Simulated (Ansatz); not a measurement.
Ga: frozen-core PAW against all-electron methods

```
Ga
1.0
    -1.38440    1.38440    2.31122
     1.38440   -1.38440    2.31122
     1.38440    1.38440   -2.31122
Ga
1
Direct
  0.00000 0.00000 0.00000
```

Structure from Materials Project entry mp-140 (possibly hypothetical), not relaxed further.

Levels of theory: DFT, LDA, PAW with Ansatz's default frozen-core files, scalar-relativistic (Ansatz 0.2.0); DFT, LDA, all-electron LAPW, scalar-relativistic (Ansatz 0.2.0).

For PAW: a Γ-centred 18×18×18 k mesh, Fermi–Dirac smearing of 0.05 eV, cutoff 420 eV, no spin polarisation; the PAW files were made with PBE, and the program remakes their frozen cores for this functional. LAPW targets a basis error of 0.5 meV/atom. The Ansatz runs share mesh, smearing and spin set-up. Plane-wave (PAW) pressures include the program's estimate of the Pulay term.

Stress and pressure are positive in compression.

Levels count from the Fermi level.

PAW results:

```csv
quantity,PAW
pressure (GPa),-1.92
stress xx (GPa),-1.48
stress zz (GPa),-2.79
highest filled level at Γ (eV),-11.492
lowest empty level at Γ (eV),12.530
highest filled level at S0 (eV),-1.418
lowest empty level at S0 (eV),9.300
```

What does full-potential LAPW give for the same quantities?


```json
{"quantity": "pressure (GPa)", "LAPW": "-1.87"}
{"quantity": "stress xx (GPa)", "LAPW": "-1.43"}
{"quantity": "stress zz (GPa)", "LAPW": "-2.75"}
{"quantity": "highest filled level at Γ (eV)", "LAPW": "-11.495"}
{"quantity": "lowest empty level at Γ (eV)", "LAPW": "12.534"}
{"quantity": "highest filled level at S0 (eV)", "LAPW": "-1.417"}
{"quantity": "lowest empty level at S0 (eV)", "LAPW": "9.302"}
```
